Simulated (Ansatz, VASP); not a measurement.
## C in VASP and in Ansatz

INCAR

```
SYSTEM = C
ALGO = Normal
EDIFF = 1E-7
ENCUT = 520
GGA = PE
ISIF = 2
ISMEAR = -1
LASPH = .TRUE.
LCHARG = .FALSE.
LREAL = .FALSE.
LWAVE = .FALSE.
NBANDS = 11
NELM = 100
PREC = Accurate
SIGMA = 0.05
```

Contents of KPOINTS:

```
k-points
0
G
  13 13 8
  0 0 0
```

File POSCAR:

```
C
1.0
    2.1130425595     -1.2200386853      0.0000000000
    2.1130425595      1.2200386853      0.0000000000
   -1.3698138511      0.0000000000      3.4793204435
C
2
Direct
    0.1666444700      0.1666444700      0.9999069600
    0.8333555300      0.8333555300      0.0000930400
```

Contents of input.yaml:

```yaml
crystal:
  lattice:
    - [2.1130425595, -1.2200386853, 0.0]
    - [2.1130425595, 1.2200386853, 0.0]
    - [-1.3698138511, 0.0, 3.4793204435]
  atoms:
    - { symbol: C, position: [0.16664447, 0.16664447, 0.99990696] }
    - { symbol: C, position: [0.83335553, 0.83335553, 9.304e-05] }
hamiltonian:
  xc: pbe
  pseudopotentials: { kind: paw }
kpoints:
  mp_grid: { grid: [13, 13, 8] }
scf:
  occupations: { method: fermi_dirac, width: 0.05 }
output:
  forces: true
  stress: true
  eigenvalues: true
  write_density: true
  write_potential: true
  elf: true
  volumetric_format: npy
```

Change from the starting cell: volume scaled by 0.98.

Alike in both runs: task single point; functional PBE; k mesh 13 × 13 × 8; occupations fermi-dirac, width 0.05 eV; no spin polarisation.

```csv
,VASP,Ansatz
version,VASP 6.6.1,Ansatz 0.2.0
potentials or method,"VASP PAW PBE potentials, release 64 (C)",Ansatz PAW
plane-wave cutoff (eV),520,420
valence electrons in the cell,8,8
```

Ansatz gave:

- gap on the k mesh at the Fermi level (eV): 0.94
- least direct gap on the mesh (eV): 0.95
- pressure (GPa): 9.6
- largest component of the traceless stress (GPa): 7.20

Which values does VASP return?

gap on the k mesh at the Fermi level (eV): 0.94; least direct gap on the mesh (eV): 0.95; pressure (GPa): 10.0; largest component of the traceless stress (GPa): 7.73.

With one functional, cell and mesh, what is left measures potentials, basis and numerics.

Caveats: this functional lacks dispersion, which binds the layers, so the pressure and a relaxed spacing across them are unreliable; an odd mesh through Γ misses points on the zone boundary, where band edges often lie (VASP); odd divisions of the mesh miss points on the zone boundary, where band edges often lie, so the gap on the mesh can be too wide (Ansatz); the pressure holds a Pulay correction of +0.5 GPa for the finite cutoff (Ansatz).
